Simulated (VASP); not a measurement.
A run of VASP 6.6.1 is set up as follows.

Contents of INCAR:

```
  PREC = Accurate
  ENCUT = 600
  EDIFF = 1E-6
  ISMEAR = 0
  SIGMA = 0.1
  LREAL = False
  LASPH = True
  NELM = 100
  ALGO = Fast
  ISIF = 3
  LWAVE = False
  LCHARG = False
  GGA = PE
  IBRION = 2
  NSW = 100
  EDIFFG = -0.002
  PSTRESS = 750.0
```

The input KPOINTS:

```
regular mesh
0
Gamma
  21 21 10
```

File POSCAR:

```
Si
1.0
    2.3761487429      0.0000000000      0.0000000000
   -1.1880743714      2.0578051745      0.0000000000
    0.0000000000      0.0000000000      4.0617842192
Si
2
Direct
    0.3333333333      0.6666666667      0.2500000000
    0.6666666667      0.3333333333      0.7500000000
```

Potentials or basis: VASP PAW PBE potentials, release 64 (Si).

Launch:

```console
$ cat potpaw_PBE.64/Si/POTCAR > POTCAR
$ mpirun -np 1 vasp_std > vasp.out
```

(1) Estimate the band gap on the k mesh.

(2) What does it give for the relaxed volume?

(3) Predict the space group after relaxing (to 0.05 Å).

(4) Predict the relaxed cell.

Answers

(1) none (metal or under the smearing width).

(2) 9.92 Å³/atom.

(3) P6_3/mmc (No. 194).

(4) a = 2.377 Å, b = 2.377 Å, c = 4.057 Å, α = 90.00°, β = 90.00°, γ = 120.00°.

Caveat: the cell is relaxed towards a set pressure, so the enthalpy falls and the energy may rise.
